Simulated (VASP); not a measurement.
# CaF2 (Fluorite) (Fm-3m) in VASP: notebook

Runs on CaF2 (Fluorite). Level: LDA. Tasks: relaxation of cell and atoms.

Program: VASP 6.6.1. These are calculated values, not measurements. Logs are shortened: lines on timing, memory, paths and dates and some standing lists are left out, and cuts for length are marked.

## (1) The crystal as given

Symmetry: Fm-3m, No. 225, cubic system. Conventional cell: a = 5.462 Å, b = 5.462 Å, c = 5.462 Å, α = 90.00°, β = 90.00°, γ = 90.00°. Ca (site symmetry m-3m) has 8 F at 2.37 Å as nearest neighbours. F (site symmetry -43m) is surrounded by 4 Ca at 2.37 Å.

## (2) Relaxation of cell and atoms, LDA

Input file INCAR:

```
SYSTEM = CaF2
  PREC = Accurate
  ENCUT = 600
  EDIFF = 1E-6
  ISMEAR = 0
  SIGMA = 0.03
  LREAL = .False.
  LASPH = .True.
  NELM = 80
  ALGO = Normal
  ISIF = 3
  LWAVE = .False.
  LCHARG = .False.
  GGA = CA
  IBRION = 2
  NSW = 90
  EDIFFG = -0.01
  KPAR = 2
```

Input file KPOINTS:

```
Automatic mesh
0
Gamma
  8 8 8
  0 0 0
```

Input file POSCAR:

```
CaF2
1.0
    0.0000000000      2.7310000000      2.7310000000
    2.7310000000      0.0000000000      2.7310000000
    2.7310000000      2.7310000000      0.0000000000
Ca F
1 2
Direct
    0.0000000000      0.0000000000      0.0000000000
    0.2500000000      0.2500000000      0.2500000000
    0.7500000000      0.7500000000      0.7500000000
```

Potentials or basis: VASP PAW LDA potentials, release 64 (Ca_sv, F).

Launch:

```sh
$ cat potpaw_LDA.64/Ca_sv/POTCAR potpaw_LDA.64/F/POTCAR > POTCAR
$ mpirun -np 2 vasp_std > vasp.out
```

OUTCAR:

```text
SYSTEM = CaF2
   PREC = Accurate
   ENCUT = 600
   EDIFF = 1E-6
   ISMEAR = 0
   LREAL = .False.
   LASPH = .True.
   NELM = 80
   ISIF = 3
   GGA = CA
   IBRION = 2
   NSW = 90
   EDIFFG = -0.01

 ion  position               nearest neighbor table
   1  0.000  0.000  0.000-   3 2.37   3 2.37   3 2.37   2 2.37   3 2.37   2 2.37   2 2.37   2 2.37

   2  0.250  0.250  0.250-   1 2.37   1 2.37   1 2.37   1 2.37
   3  0.750  0.750  0.750-   1 2.37   1 2.37   1 2.37   1 2.37

  LATTYP: Found a face centered cubic cell.
 ALAT       =     5.4620000000

  Lattice vectors:

 A1 = (   0.0000000000,   2.7310000000,   2.7310000000)
 A2 = (   2.7310000000,   0.0000000000,   2.7310000000)
 A3 = (   2.7310000000,   2.7310000000,   0.0000000000)

Analysis of symmetry for initial positions (statically):
=====================================================================
 Subroutine PRICEL returns:
 Original cell was already a primitive cell.

 Routine SETGRP: Setting up the symmetry group for a
 face centered cubic supercell.

 Subroutine GETGRP returns: Found 48 space group operations
 (whereof 48 operations were pure point group operations)
 out of a pool of 48 trial point group operations.

The static configuration has the point symmetry O_h .

Analysis of symmetry for dynamics (positions and initial velocities):
=====================================================================
 Subroutine PRICEL returns:
 Original cell was already a primitive cell.

 Routine SETGRP: Setting up the symmetry group for a
 face centered cubic supercell.

 Subroutine GETGRP returns: Found 48 space group operations
 (whereof 48 operations were pure point group operations)
 out of a pool of 48 trial point group operations.

The dynamic configuration has the point symmetry O_h .

 Subroutine INISYM returns: Found 48 space group operations
 (whereof 48 operations are pure point group operations),
 and found     1 'primitive' translations

----------------------------------------------------------------------------------------

                                     Primitive cell

  volume of cell :      40.7376

  direct lattice vectors                    reciprocal lattice vectors
     0.000000000  2.731000000  2.731000000    -0.183083120  0.183083120  0.183083120
[... 99 lines left out ...]
   NELECT =      24.0000    total number of electrons
   NUPDOWN=      -1.0000    fix difference up-down
   EMIN   =  10.00;   EMAX   =-10.00  energy-range for DOS
   EFERMI =   0.00;   METHOD = LEGACY
   ISMEAR =     0;   SIGMA  =   0.03  broadening in eV -4-tet -1-fermi 0-gaus
   EFERMI_NEDOS =   21; number of points for ismear=-14 and -15
   IALGO  =     38    algorithm
   IMIX   =      4    mixing-type and parameters
     AMIX     =   0.40;   BMIX     =  1.00
     AMIX_MAG =   1.60;   BMIX_MAG =  1.00
  volume/ion in A,a.u.               =      13.58        91.64
  Fermi-wavevector in a.u.,A,eV,Ry     =   1.372398  2.593457 25.626266  1.883477
  Thomas-Fermi vector in A             =   2.498009
   LORBIT       =      0    0 simple, 1 ext, 2 COOP (PROOUT), +10 PAW based schemes
   GGA     = CA    functional components
   LHFCALC =     F    Hartree Fock is set to
   AEXX    =    0.0000 exact exchange contribution
   IVDW    =     0    specifies the selected vdW correction
   LEPSILON=     F    determine dielectric tensor
   LRPA    =     F    only Hartree local field effects (RPA)
 conjugate gradient relaxation of ions
 non-spin polarized calculation
 Gauss-broadening in eV      SIGMA  =   0.03
  energy-cutoff  :      600.00
  volume of cell :       40.74
 maximum number of plane-waves:      1380
   NGX = 15   NGY = 15   NGZ = 15

--------------------------------------- Ionic step        1  -------------------------------------------

 number of electron      23.9999989 magnetization

 Free energy of the ion-electron system (eV)
  ---------------------------------------------------
  ext. energy  EPLUGINS =         0.00000000
  ---------------------------------------------------
  free energy    TOTEN  =       -18.96198822 eV

  energy without entropy =      -18.96198822  energy(sigma->0) =      -18.96198822

------------------------ aborting loop because EDIFF is reached ----------------------------------------

  FORCE on cell =-STRESS in cart. coord.  units (eV):
  Direction    XX          YY          ZZ          XY          YZ          ZX
  --------------------------------------------------------------------------------------
  -------------------------------------------------------------------------------------
  Total       -1.5851662     -1.5851662     -1.5851662     -0.0000000     -0.0000000      0.0000000
  in kB      -62.3433731    -62.3433731    -62.3433731     -0.0000000     -0.0000000      0.0000000
  external PRESSURE =     -62.3433731 kB  Pullay stress =       0.0000000 kB
[... 61 lines left out ...]
--------------------------------------- Ionic step        3  -------------------------------------------

 number of electron      23.9999999 magnetization

 Free energy of the ion-electron system (eV)
  ---------------------------------------------------
  ext. energy  EPLUGINS =         0.00000000
  ---------------------------------------------------
  free energy    TOTEN  =       -19.02046032 eV

  energy without entropy =      -19.02046032  energy(sigma->0) =      -19.02046032

 E-fermi :  -0.7427     XC(G=0): -10.7355

 val. band max:       -0.9563036918   @ k =   0.5000   0.5000   0.0000
 cond. band min:       6.3783187898   @ k =   0.0000   0.0000   0.0000
 fundamental gap:      7.3346224816
 Fermi energy:        -0.7426740136

 k-point     1 :       0.0000    0.0000    0.0000
  band No.  band energies     occupation
      1     -36.0617      2.00000
      2     -20.6689      2.00000
      3     -19.7325      2.00000
      4     -17.2999      2.00000
      5     -17.2999      2.00000
      6     -17.2999      2.00000
[... 433 lines left out ...]
      3     -20.4903      2.00000
      4     -17.3999      2.00000
      5     -17.1034      2.00000
      6     -16.7802      2.00000
[... 8 lines left out ...]
     15       9.2652      0.00000
     16       9.7250      0.00000

 [... further k-points ...]

------------------------ aborting loop because EDIFF is reached ----------------------------------------

  FORCE on cell =-STRESS in cart. coord.  units (eV):
  Direction    XX          YY          ZZ          XY          YZ          ZX
  --------------------------------------------------------------------------------------
  -------------------------------------------------------------------------------------
  Total       -0.0035269     -0.0035269     -0.0035269      0.0000000     -0.0000000      0.0000000
  in kB       -0.1490278     -0.1490278     -0.1490278      0.0000000     -0.0000000      0.0000000
  external PRESSURE =      -0.1490278 kB  Pullay stress =       0.0000000 kB
[... 18 lines left out ...]
  FREE ENERGIE OF THE ION-ELECTRON SYSTEM (eV)
  ---------------------------------------------------
  free  energy   TOTEN  =       -19.0204603223 eV

  energy  without entropy=      -19.0204603223  energy(sigma->0) =      -19.02046032

 reached required accuracy - stopping structural energy minimisation
```

OSZICAR:

```text
N       E                     dE             d eps       ncg     rms          rms(c)
DAV:   1     0.238354002290E+03    0.23835E+03   -0.14922E+04   928   0.170E+03
DAV:   2    -0.964319143085E+01   -0.24800E+03   -0.24407E+03  1192   0.415E+02
DAV:   3    -0.198759168081E+02   -0.10233E+02   -0.10225E+02  1048   0.944E+01
[... 24 lines left out ...]
DAV:   3    -0.190205328401E+02    0.65310E-03   -0.12768E-03  1336   0.460E-01    0.718E-02
DAV:   4    -0.190204424712E+02    0.90369E-04   -0.86562E-04  1488   0.238E-01    0.277E-02
DAV:   5    -0.190204446537E+02   -0.21825E-05   -0.13224E-05  1024   0.383E-02    0.249E-02
DAV:   6    -0.190204604203E+02   -0.15767E-04   -0.27054E-05  1528   0.440E-02    0.548E-03
DAV:   7    -0.190204603223E+02    0.98088E-07   -0.10057E-06   856   0.136E-02
   3 F= -.19020460E+02 E0= -.19020460E+02  d E =-.584721E-01
```

CONTCAR:

```text
CaF2
   1.00000000000000
     0.0000000000000000    2.6664665289555289    2.6664665289555289
     2.6664665289555289   -0.0000000000000000    2.6664665289555289
     2.6664665289555289    2.6664665289555289   -0.0000000000000000
  Ca              F
     1     2
Direct
     0.0000000000000000    0.0000000000000000    0.0000000000000000
     0.2500000000000000    0.2500000000000000    0.2500000000000000
     0.7500000000000000    0.7500000000000000    0.7500000000000000

  0.00000000E+00  0.00000000E+00  0.00000000E+00
  0.00000000E+00  0.00000000E+00  0.00000000E+00
  0.00000000E+00  0.00000000E+00  0.00000000E+00
```

It took 21 s on 2 MPI ranks of Intel Xeon Platinum 8488C (Sapphire Rapids), shared host; peak memory 0.16 GiB.

What came out:

```yaml
Free_energy: -19.0205 eV
Relaxed_volume: 12.64 Å³/atom
Relaxed_cell: a = 3.771 Å, b = 3.771 Å, c = 3.771 Å, α = 60.00°, β = 60.00°, γ = 60.00°
Space_group_after_relaxing_to_0.05_Å: Fm-3m (No. 225)
Energy_gained_by_relaxing: 19.5 meV/atom
Ionic_steps: 3
Pressure_after_relaxing: 0.0 GPa
Band_gap_on_the_k_mesh: 7.33 eV, indirect (least direct gap 7.61 eV)
```

Step by step:
| step | energy change (eV) | largest force (eV/Å) | pressure (GPa) | volume (Å³) |
| --- | --- | --- | --- | --- |
| 1 | 0.0000 | 0.0000 | -6.23 | 40.74 |
| 2 | -0.0581 | 0.0000 | 0.60 | 37.70 |
| 3 | -0.0585 | 0.0000 | -0.01 | 37.92 |

Final structure:
```xyz
3
Lattice="0.0000 2.6665 2.6665 2.6665 0.0000 2.6665 2.6665 2.6665 0.0000" Properties=species:S:1:pos:R:3 pbc="T T T"
Ca    0.0000    0.0000    0.0000
F     1.3332    1.3332    1.3332
F     3.9997    3.9997    3.9997
```

Levels at points of the mesh, in eV from the valence-band top:
```tsv
k point	band 10	band 11	band 12	band 13	band 14	band 15
(0.00, 0.00, 0.00)	-0.27	-0.27	-0.27	7.33	9.30	9.30
(0.50, 0.00, 0.00)	-1.36	-0.90	-0.90	9.56	9.56	10.13
(0.50, 0.50, 0.00)	-0.42	-0.42	0.00	8.05	9.84	10.40
```

(Continued in part 2 of 2.)
